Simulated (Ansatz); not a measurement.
## Straining TiAl3

Method: DFT PBE, scalar-relativistic, plane waves, PAW in Ansatz. Settings: 420 eV cutoff, 14×14×14 k-mesh, Gaussian smearing of 0.10 eV, no spin polarisation.

Starting point, cell and atoms relaxed:

```
Ti Al
1.0
     3.97973    0.00000    0.00000
     0.00000    3.97973    0.00000
     0.00000    0.00000    3.97973
Ti Al
1 3
Direct
  0.00000 0.00000 0.00000
  0.50000 0.50000 0.00000
  0.50000 0.00000 0.50000
  0.00000 0.50000 0.50000
```

Deformation: c alone is stretched, the rest of the cell is held and the atoms relax, all within the symmetry that the strain leaves. Energies are extrapolated to zero smearing.

| strain (%) | ΔE (meV/atom) | a (Å) | b (Å) | c (Å) |
| --- | --- | --- | --- | --- |
| -6.0 | 37.1 | 3.980 | 3.980 | 3.741 |
| -4.0 | 15.8 | 3.980 | 3.980 | 3.821 |
| -2.0 | 3.8 | 3.980 | 3.980 | 3.900 |
| +0.0 | 0.0 | 3.980 | 3.980 | 3.980 |
| +2.0 | 3.4 | 3.980 | 3.980 | 4.059 |
| +4.0 | 13.2 | 3.980 | 3.980 | 4.139 |
| +6.0 | 28.6 | 3.980 | 3.980 | 4.219 |

(1) What stiffness (1/V) d²E/dε² at zero strain does a cubic fit over all points give?

## Answers

(1) A cubic fit gives (1/V) d²E/dε² = 186 GPa at zero strain (the elastic constant along c at held a and b).

This form isn't the usual stable structure of the compound.

Cost: 7 runs of about 0.92 core-minutes in all, on AMD EPYC 9B14 (Zen 4) (shared hosts).